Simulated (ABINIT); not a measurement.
MgB2:

```
Mg B
1.0
     3.08500    0.00000    0.00000
    -1.54250    2.67169    0.00000
     0.00000    0.00000    3.52300
Mg B
1 2
Direct
  0.00000 0.00000 0.00000
  0.66667 0.33333 0.50000
  0.33333 0.66667 0.50000
```

Base run:

* Program: ABINIT 10.8.3 (patched build)
* Functional: PBEsol
* Potentials or basis: PseudoDojo NC SR PBEsol v0.4.1 standard
* Cutoff: 1034 eV
* k mesh: 8 × 8 × 6
* Occupations: fermi-dirac, width 0.05 eV
* Spin: no spin polarisation

Its results: band gap on the k mesh none (metal or under the smearing width); pressure -3.3 GPa.

Question: The run is repeated on the same cell with these changes: functional from PBEsol to PBE; potentials or basis from PseudoDojo NC SR PBEsol v0.4.1 standard to PseudoDojo NC SR PBE v0.4.1 standard; cutoff from 1034 eV to 1088 eV. What comes out?

Answer: Band gap on the k mesh none (metal or under the smearing width); pressure -1.0 GPa.
